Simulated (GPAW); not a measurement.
# W (Im-3m) in GPAW: settings compared

One crystal, W, is run at these levels: r2SCAN, r2SCAN+D3(BJ), r2SCAN+D4; tasks: relaxation of cell and atoms.

Program: GPAW 26.7.0. These are calculated values, not measurements. Logs are shortened: lines on timing, memory, paths and dates and some standing lists are left out, and cuts for length are marked. The log counts tension as positive stress, the text compression.

## Step 1: Starting point

Symmetry: Im-3m, No. 229, cubic system. Conventional cell: a = 3.165 Å, b = 3.165 Å, c = 3.165 Å, α = 90.00°, β = 90.00°, γ = 90.00°. Around W (site symmetry m-3m) lie 8 W at 2.74 Å.

## Step 2: Relaxation of cell and atoms, r2SCAN

Contents of run.py:

```python
from ase import Atoms
from ase.filters import FrechetCellFilter
from ase.io import write
from ase.optimize import BFGS
from gpaw import GPAW, PW

atoms = Atoms(['W'],
              cell=[[-1.582345, 1.582345, 1.582345],
                    [1.582345, -1.582345, 1.582345],
                    [1.582345, 1.582345, -1.582345]],
              scaled_positions=[[0.0, 0.0, 0.0]],
              pbc=True)

calc = GPAW(mode=PW(600),
            xc='MGGA_X_R2SCAN+MGGA_C_R2SCAN',
            kpts={'size': (12, 12, 12), 'gamma': True},
            occupations={'name': 'fermi-dirac', 'width': 0.05},
            nbands=16,
            convergence={'density': 1e-05, 'forces': 0.0001},
            maxiter=150,
            txt='gpaw.txt')
atoms.calc = calc
opt = BFGS(FrechetCellFilter(atoms), trajectory='relax.traj', logfile='-')
done = opt.run(fmax=0.02, steps=60)
calc.write('gs.gpw')
write('result.traj', atoms)
print('Converged:', done)
print('Cell:', atoms.cell.cellpar().round(4))
print('Volume:', round(atoms.get_volume(), 4))
print(atoms.get_scaled_positions().round(5))
```

Potentials or basis: GPAW PAW data sets (gpaw-data 1.2.1), pw.

Run with:

```console
$ OMP_NUM_THREADS=1 python run.py
```

gpaw.txt:

```text
__  _  _
 | _ |_)|_||  |
 |__||  | ||/\| - 26.7.0

Input parameters:
  mode=PW(ecut=600.0),
  convergence={'density': 1e-05, 'forces': 0.0001},
  kpts=MonkhorstPack(size=(12, 12, 12), gamma=True),
  maxiter=150,
  nbands=16,
  occupations=Occupations(name='fermi-dirac', width=0.05),
  xc=XC(name='MGGA_X_R2SCAN+MGGA_C_R2SCAN')

Diagonalizing LCAO Hamiltonian
Converting LCAO to pw mode

       W

Atoms  # Å, Bohr magnetons
|   | symbol |        x |        y |        z |    initial magnetic moments |
|---|--------|----------|----------|----------|-----------------------------|
| 0 |      W | 0.000000 | 0.000000 | 0.000000 | ( 0.0000,  0.0000,  0.0000) |

Unit cell  # Å
| periodic |         x |         y |         z |  lengths |     angles |
|----------|-----------|-----------|-----------|----------|------------|
|      yes | -1.582345 |  1.582345 |  1.582345 | 2.740702 | 109.471221 |
|      yes |  1.582345 | -1.582345 |  1.582345 | 2.740702 | 109.471221 |
|      yes |  1.582345 |  1.582345 | -1.582345 | 2.740702 | 109.471221 |

Number of symmetries: 48
Symmetry operations  # r_c * U_cc + t_c -> r_c
|    | kind |            matrix            |
|----|------|------------------------------|
|  0 |  σ   |  1, 1, 1,  0, 0,-1,  0,-1, 0 |
|  1 |  C4  |  1, 1, 1,  0, 0,-1, -1, 0, 0 |
|  2 |  C2  |  1, 1, 1,  0,-1, 0,  0, 0,-1 |
|  3 |  S6  |  1, 1, 1,  0,-1, 0, -1, 0, 0 |
|  4 |  S6  |  1, 1, 1, -1, 0, 0,  0, 0,-1 |
|  5 |  C4  |  1, 1, 1, -1, 0, 0,  0,-1, 0 |
|  6 |  E   |  1, 0, 0,  0, 1, 0,  0, 0, 1 |
|  7 |  σ   |  1, 0, 0,  0, 1, 0, -1,-1,-1 |
|  8 |  σ   |  1, 0, 0,  0, 0, 1,  0, 1, 0 |
|  9 |  C3  |  1, 0, 0,  0, 0, 1, -1,-1,-1 |
| 10 |  C3  |  1, 0, 0, -1,-1,-1,  0, 1, 0 |
| 11 |  σ   |  1, 0, 0, -1,-1,-1,  0, 0, 1 |
| 12 |  σ   |  0, 1, 0,  1, 0, 0,  0, 0, 1 |
| 13 |  C2  |  0, 1, 0,  1, 0, 0, -1,-1,-1 |
| 14 |  C3  |  0, 1, 0,  0, 0, 1,  1, 0, 0 |
| 15 |  S4  |  0, 1, 0,  0, 0, 1, -1,-1,-1 |
| 16 |  S4  |  0, 1, 0, -1,-1,-1,  1, 0, 0 |
| 17 |  C3  |  0, 1, 0, -1,-1,-1,  0, 0, 1 |
| 18 |  C3  |  0, 0, 1,  1, 0, 0,  0, 1, 0 |
| 19 |  S4  |  0, 0, 1,  1, 0, 0, -1,-1,-1 |
| 20 |  σ   |  0, 0, 1,  0, 1, 0,  1, 0, 0 |
| 21 |  C3  |  0, 0, 1,  0, 1, 0, -1,-1,-1 |
| 22 |  C2  |  0, 0, 1, -1,-1,-1,  1, 0, 0 |
| 23 |  S4  |  0, 0, 1, -1,-1,-1,  0, 1, 0 |
| 24 |  C4  |  0, 0,-1,  1, 1, 1,  0,-1, 0 |
| 25 |  σ   |  0, 0,-1,  1, 1, 1, -1, 0, 0 |
| 26 |  S6  |  0, 0,-1,  0,-1, 0,  1, 1, 1 |
| 27 |  C2  |  0, 0,-1,  0,-1, 0, -1, 0, 0 |
| 28 |  C4  |  0, 0,-1, -1, 0, 0,  1, 1, 1 |
[... 160 lines left out ...]
Fermi level: 14.337
Eigenvalues  # (at kpt = [-0.000, -0.000, -0.000])
| band index |      eig [eV] | occ [0-2] |
|------------|---------------|-----------|
|          0 |       -61.470 |     2.000 |
|          1 |       -24.576 |     2.000 |
|          2 |       -24.576 |     2.000 |
|          3 |       -24.576 |     2.000 |
|          4 |         4.422 |     2.000 |
|          5 |        13.174 |     2.000 |
[... 8 lines left out ...]
|         14 |        42.420 |     0.000 |
|         15 |        46.251 |     0.000 |

No gap
No difference between direct/indirect transitions

Stress tensor  # eV/Ang^3
|         x |         y |         z |
|-----------|-----------|-----------|
| -0.017595 |  0.000000 | -0.000000 |
|  0.000000 | -0.017595 |  0.000000 |
| -0.000000 |  0.000000 | -0.017595 |

Forces  # eV/Ang
|        x |        y |        z |
|----------|----------|----------|
| -0.00000 | -0.00000 | -0.00000 |  # W    0

Interpolating wave functions to new cell

       W

Atoms  # Å, Bohr magnetons
|   | symbol |         x |         y |         z |    initial magnetic moments |
|---|--------|-----------|-----------|-----------|-----------------------------|
| 0 |      W | -0.000000 | -0.000000 | -0.000000 | ( 0.0000,  0.0000,  0.0000) |

Unit cell  # Å
| periodic |         x |         y |         z |  lengths |     angles |
|----------|-----------|-----------|-----------|----------|------------|
|      yes | -1.588661 |  1.588661 |  1.588661 | 2.751641 | 109.471221 |
|      yes |  1.588661 | -1.588661 |  1.588661 | 2.751641 | 109.471221 |
|      yes |  1.588661 |  1.588661 | -1.588661 | 2.751641 | 109.471221 |

Number of symmetries: 48
Symmetry operations  # r_c * U_cc + t_c -> r_c
|    | kind |            matrix            |
|----|------|------------------------------|
|  0 |  σ   |  1, 1, 1,  0, 0,-1,  0,-1, 0 |
|  1 |  C4  |  1, 1, 1,  0, 0,-1, -1, 0, 0 |
|  2 |  C2  |  1, 1, 1,  0,-1, 0,  0, 0,-1 |
|  3 |  S6  |  1, 1, 1,  0,-1, 0, -1, 0, 0 |
|  4 |  S6  |  1, 1, 1, -1, 0, 0,  0, 0,-1 |
|  5 |  C4  |  1, 1, 1, -1, 0, 0,  0,-1, 0 |
|  6 |  E   |  1, 0, 0,  0, 1, 0,  0, 0, 1 |
|  7 |  σ   |  1, 0, 0,  0, 1, 0, -1,-1,-1 |
|  8 |  σ   |  1, 0, 0,  0, 0, 1,  0, 1, 0 |
|  9 |  C3  |  1, 0, 0,  0, 0, 1, -1,-1,-1 |
| 10 |  C3  |  1, 0, 0, -1,-1,-1,  0, 1, 0 |
| 11 |  σ   |  1, 0, 0, -1,-1,-1,  0, 0, 1 |
| 12 |  σ   |  0, 1, 0,  1, 0, 0,  0, 0, 1 |
| 13 |  C2  |  0, 1, 0,  1, 0, 0, -1,-1,-1 |
| 14 |  C3  |  0, 1, 0,  0, 0, 1,  1, 0, 0 |
| 15 |  S4  |  0, 1, 0,  0, 0, 1, -1,-1,-1 |
| 16 |  S4  |  0, 1, 0, -1,-1,-1,  1, 0, 0 |
| 17 |  C3  |  0, 1, 0, -1,-1,-1,  0, 0, 1 |
| 18 |  C3  |  0, 0, 1,  1, 0, 0,  0, 1, 0 |
| 19 |  S4  |  0, 0, 1,  1, 0, 0, -1,-1,-1 |
| 20 |  σ   |  0, 0, 1,  0, 1, 0,  1, 0, 0 |
| 21 |  C3  |  0, 0, 1,  0, 1, 0, -1,-1,-1 |
| 22 |  C2  |  0, 0, 1, -1,-1,-1,  1, 0, 0 |
| 23 |  S4  |  0, 0, 1, -1,-1,-1,  0, 1, 0 |
| 24 |  C4  |  0, 0,-1,  1, 1, 1,  0,-1, 0 |
| 25 |  σ   |  0, 0,-1,  1, 1, 1, -1, 0, 0 |
| 26 |  S6  |  0, 0,-1,  0,-1, 0,  1, 1, 1 |
| 27 |  C2  |  0, 0,-1,  0,-1, 0, -1, 0, 0 |
| 28 |  C4  |  0, 0,-1, -1, 0, 0,  1, 1, 1 |
[... 164 lines left out ...]
Fermi level: 14.124
Eigenvalues  # (at kpt = [-0.000, -0.000, -0.000])
| band index |      eig [eV] | occ [0-2] |
|------------|---------------|-----------|
|          0 |       -61.696 |     2.000 |
|          1 |       -24.821 |     2.000 |
|          2 |       -24.821 |     2.000 |
|          3 |       -24.821 |     2.000 |
|          4 |         4.280 |     2.000 |
|          5 |        12.984 |     2.000 |
[... 8 lines left out ...]
|         14 |        42.011 |     0.000 |
|         15 |        45.731 |     0.000 |

No gap
No difference between direct/indirect transitions

Stress tensor  # eV/Ang^3
|        x |        y |        z |
|----------|----------|----------|
| 0.005944 | 0.000000 | 0.000000 |
| 0.000000 | 0.005944 | 0.000000 |
| 0.000000 | 0.000000 | 0.005944 |

Forces  # eV/Ang
|       x |       y |       z |
|---------|---------|---------|
| 0.00000 | 0.00000 | 0.00000 |  # W    0

Interpolating wave functions to new cell

       W

Atoms  # Å, Bohr magnetons
|   | symbol |         x |        y |         z |    initial magnetic moments |
|---|--------|-----------|----------|-----------|-----------------------------|
| 0 |      W | -0.000000 | 0.000000 | -0.000000 | ( 0.0000,  0.0000,  0.0000) |

Unit cell  # Å
| periodic |         x |         y |         z |  lengths |     angles |
|----------|-----------|-----------|-----------|----------|------------|
|      yes | -1.587049 |  1.587049 |  1.587049 | 2.748850 | 109.471221 |
|      yes |  1.587049 | -1.587049 |  1.587049 | 2.748850 | 109.471221 |
|      yes |  1.587049 |  1.587049 | -1.587049 | 2.748850 | 109.471221 |

Number of symmetries: 48
Symmetry operations  # r_c * U_cc + t_c -> r_c
|    | kind |            matrix            |
|----|------|------------------------------|
|  0 |  σ   |  1, 1, 1,  0, 0,-1,  0,-1, 0 |
|  1 |  C4  |  1, 1, 1,  0, 0,-1, -1, 0, 0 |
|  2 |  C2  |  1, 1, 1,  0,-1, 0,  0, 0,-1 |
|  3 |  S6  |  1, 1, 1,  0,-1, 0, -1, 0, 0 |
|  4 |  S6  |  1, 1, 1, -1, 0, 0,  0, 0,-1 |
|  5 |  C4  |  1, 1, 1, -1, 0, 0,  0,-1, 0 |
|  6 |  E   |  1, 0, 0,  0, 1, 0,  0, 0, 1 |
|  7 |  σ   |  1, 0, 0,  0, 1, 0, -1,-1,-1 |
|  8 |  σ   |  1, 0, 0,  0, 0, 1,  0, 1, 0 |
|  9 |  C3  |  1, 0, 0,  0, 0, 1, -1,-1,-1 |
| 10 |  C3  |  1, 0, 0, -1,-1,-1,  0, 1, 0 |
| 11 |  σ   |  1, 0, 0, -1,-1,-1,  0, 0, 1 |
| 12 |  σ   |  0, 1, 0,  1, 0, 0,  0, 0, 1 |
| 13 |  C2  |  0, 1, 0,  1, 0, 0, -1,-1,-1 |
| 14 |  C3  |  0, 1, 0,  0, 0, 1,  1, 0, 0 |
| 15 |  S4  |  0, 1, 0,  0, 0, 1, -1,-1,-1 |
| 16 |  S4  |  0, 1, 0, -1,-1,-1,  1, 0, 0 |
| 17 |  C3  |  0, 1, 0, -1,-1,-1,  0, 0, 1 |
| 18 |  C3  |  0, 0, 1,  1, 0, 0,  0, 1, 0 |
| 19 |  S4  |  0, 0, 1,  1, 0, 0, -1,-1,-1 |
| 20 |  σ   |  0, 0, 1,  0, 1, 0,  1, 0, 0 |
| 21 |  C3  |  0, 0, 1,  0, 1, 0, -1,-1,-1 |
| 22 |  C2  |  0, 0, 1, -1,-1,-1,  1, 0, 0 |
| 23 |  S4  |  0, 0, 1, -1,-1,-1,  0, 1, 0 |
| 24 |  C4  |  0, 0,-1,  1, 1, 1,  0,-1, 0 |
| 25 |  σ   |  0, 0,-1,  1, 1, 1, -1, 0, 0 |
| 26 |  S6  |  0, 0,-1,  0,-1, 0,  1, 1, 1 |
| 27 |  C2  |  0, 0,-1,  0,-1, 0, -1, 0, 0 |
| 28 |  C4  |  0, 0,-1, -1, 0, 0,  1, 1, 1 |
[... 165 lines left out ...]
Fermi level: 14.178
Eigenvalues  # (at kpt = [-0.000, -0.000, -0.000])
| band index |      eig [eV] | occ [0-2] |
|------------|---------------|-----------|
|          0 |       -61.638 |     2.000 |
|          1 |       -24.759 |     2.000 |
|          2 |       -24.759 |     2.000 |
|          3 |       -24.759 |     2.000 |
|          4 |         4.316 |     2.000 |
|          5 |        13.032 |     2.000 |
[... 8 lines left out ...]
|         14 |        42.115 |     0.000 |
|         15 |        45.863 |     0.000 |

No gap
No difference between direct/indirect transitions

Stress tensor  # eV/Ang^3
|         x |         y |         z |
|-----------|-----------|-----------|
|  0.000041 | -0.000000 | -0.000000 |
| -0.000000 |  0.000041 | -0.000000 |
| -0.000000 | -0.000000 |  0.000041 |

Forces  # eV/Ang
|        x |        y |       z |
|----------|----------|---------|
| -0.00000 | -0.00000 | 0.00000 |  # W    0

# Writing to gs.gpw (mode='')
```

It took 88 s on 1 thread of Arm Neoverse V2, shared host; peak memory 0.49 GiB.

What came out:

* Free energy: -25.3506 eV
* Relaxed volume: 15.99 Å³/atom
* Relaxed cell: a = 2.749 Å, b = 2.749 Å, c = 2.749 Å, α = 109.47°, β = 109.47°, γ = 109.47°
* Space group after relaxing (to 0.05 Å): Im-3m (No. 229)
* Energy gained by relaxing: 1.4 meV/atom
* Ionic steps: 3
* Pressure after relaxing: 0.0 GPa
* Band gap on the k mesh: none (metal or under the smearing width)

The path:
```tsv
step	energy change (eV)	largest force (eV/Å)	pressure (GPa)	volume (Å³)
1	0.0000	0.0000	2.82	15.85
2	-0.0013	0.0000	-0.95	16.04
3	-0.0014	0.0000	-0.01	15.99
```

Final structure:
```
CELL_PARAMETERS angstrom
-1.58705 1.58705 1.58705
1.58705 -1.58705 1.58705
1.58705 1.58705 -1.58705
ATOMIC_POSITIONS crystal
W 0.00000 0.00000 0.00000
```

Caveat: later steps reuse the first step's grids; the PAW data sets were made with another functional, which shifts forces and pressure a little.

## Step 3: Relaxation of cell and atoms, r2SCAN+D3(BJ)

Changes to run.py since step 2:

```diff
@@ -1,2 +1,3 @@
 from ase import Atoms
+from ase.calculators.mixing import SumCalculator
 from ase.filters import FrechetCellFilter
@@ -4,2 +5,3 @@
 from ase.optimize import BFGS
+from dftd3.ase import DFTD3
 from gpaw import GPAW, PW
@@ -21,3 +23,3 @@
             txt='gpaw.txt')
-atoms.calc = calc
+atoms.calc = SumCalculator([calc, DFTD3(method='r2scan', damping='d3bj')])
 opt = BFGS(FrechetCellFilter(atoms), trajectory='relax.traj', logfile='-')
```

Potentials or basis: GPAW PAW data sets (gpaw-data 1.2.1), pw.

Run with:

```console
$ OMP_NUM_THREADS=1 python run.py
```

gpaw.txt:

```text
__  _  _
 | _ |_)|_||  |
 |__||  | ||/\| - 26.7.0

Input parameters:
  mode=PW(ecut=600.0),
  convergence={'density': 1e-05, 'forces': 0.0001},
  kpts=MonkhorstPack(size=(12, 12, 12), gamma=True),
  maxiter=150,
  nbands=16,
  occupations=Occupations(name='fermi-dirac', width=0.05),
  xc=XC(name='MGGA_X_R2SCAN+MGGA_C_R2SCAN')

Diagonalizing LCAO Hamiltonian
Converting LCAO to pw mode

       W

Atoms  # Å, Bohr magnetons
|   | symbol |        x |        y |        z |    initial magnetic moments |
|---|--------|----------|----------|----------|-----------------------------|
| 0 |      W | 0.000000 | 0.000000 | 0.000000 | ( 0.0000,  0.0000,  0.0000) |

Unit cell  # Å
| periodic |         x |         y |         z |  lengths |     angles |
|----------|-----------|-----------|-----------|----------|------------|
|      yes | -1.582345 |  1.582345 |  1.582345 | 2.740702 | 109.471221 |
|      yes |  1.582345 | -1.582345 |  1.582345 | 2.740702 | 109.471221 |
|      yes |  1.582345 |  1.582345 | -1.582345 | 2.740702 | 109.471221 |

Number of symmetries: 48
[... 422 lines left out ...]
|iter:  14| |  -25.346843c| -8.70c| -5.80c|      |
|iter:  15| |  -25.346843c| -9.81c| -6.65c|-25.41c|

Converged in 15 steps
Energy contributions relative to reference atoms: (reference = -438771.671655)

Energy contributions:
  Kinetic:          15.296520
  Coulomb:         -16.433446
  Zero:             -0.000087
  External:          0.000000
  Xc:              -24.207932
  Entropy:          -0.003797
  Spinorbit:         0.000000
  ----------------------------
  Free energy:     -25.348742
  Extrapolated:    -25.346843

dipole moment: (-5.889259, -5.889259, -5.889259)  # |e|*Ang

Fermi level: 14.373
Eigenvalues  # (at kpt = [-0.000, -0.000, -0.000])
| band index |      eig [eV] | occ [0-2] |
|------------|---------------|-----------|
|          0 |       -61.431 |     2.000 |
|          1 |       -24.534 |     2.000 |
|          2 |       -24.534 |     2.000 |
|          3 |       -24.534 |     2.000 |
|          4 |         4.447 |     2.000 |
|          5 |        13.206 |     2.000 |
[... 8 lines left out ...]
|         14 |        42.491 |     0.000 |
|         15 |        46.341 |     0.000 |

No gap
No difference between direct/indirect transitions

Stress tensor  # eV/Ang^3
|         x |         y |         z |
|-----------|-----------|-----------|
| -0.021733 | -0.000000 | -0.000000 |
| -0.000000 | -0.021733 |  0.000000 |
| -0.000000 |  0.000000 | -0.021733 |

Forces  # eV/Ang
|        x |        y |       z |
|----------|----------|---------|
| -0.00000 | -0.00000 | 0.00000 |  # W    0

# Writing to gs.gpw (mode='')
```

It took 54 s on 1 thread of Arm Neoverse V2, shared host; peak memory 0.37 GiB.

What came out:

```
Free energy                            : -25.6750 eV
Relaxed volume                         : 15.82 Å³/atom
Relaxed cell                           : a = 2.739 Å, b = 2.739 Å, c = 2.739 Å, α = 109.47°, β = 109.47°, γ = 109.47°
Space group after relaxing (to 0.05 Å) : Im-3m (No. 229)
Energy gained by relaxing              : 0.0 meV/atom
Ionic steps                            : 2
Pressure after relaxing                : 0.2 GPa
Band gap on the k mesh                 : none (metal or under the smearing width)
Dispersion energy per atom             : -0.326 eV
```

Final structure:
```
CELL_PARAMETERS angstrom
-1.58126 1.58126 1.58126
1.58126 -1.58126 1.58126
1.58126 1.58126 -1.58126
ATOMIC_POSITIONS crystal
W 0.00000 0.00000 0.00000
```

Caveat: later steps reuse the first step's grids; the PAW data sets were made with another functional, which shifts forces and pressure a little; pairwise dispersion overbinds metals, which lowers pressure and volume.

(Continued in part 2 of 2.)
